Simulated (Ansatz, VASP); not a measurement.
## Rh in VASP and in Ansatz

```
CELL_PARAMETERS angstrom
-1.54632 1.54632 1.54632
1.54632 -1.54632 1.54632
1.54632 1.54632 -1.54632
ATOMIC_POSITIONS crystal
Rh 0.00000 0.00000 0.00000
```

Alike in both runs: task single point; functional RPBE; k mesh 16 × 16 × 16; occupations fermi-dirac, width 0.1 eV; no spin polarisation.

```csv
,VASP,Ansatz
version,VASP 6.6.1,Ansatz 0.2.0
potentials or method,"VASP PAW PBE potentials, release 64 (Rh_pv)","plane waves (420 eV) with PAW, scalar-relativistic"
plane-wave cutoff (eV),520,420
valence electrons in the cell,15,17
```

|  | VASP | Ansatz | Ansatz less VASP |
| --- | --- | --- | --- |
| pressure (GPa) | 0.2 | 0.0 | -0.17 |

The two sets of potentials don't hold the same shells in valence.

Caveats: the PAW data sets were made with another functional, which shifts forces and pressure a little (VASP).
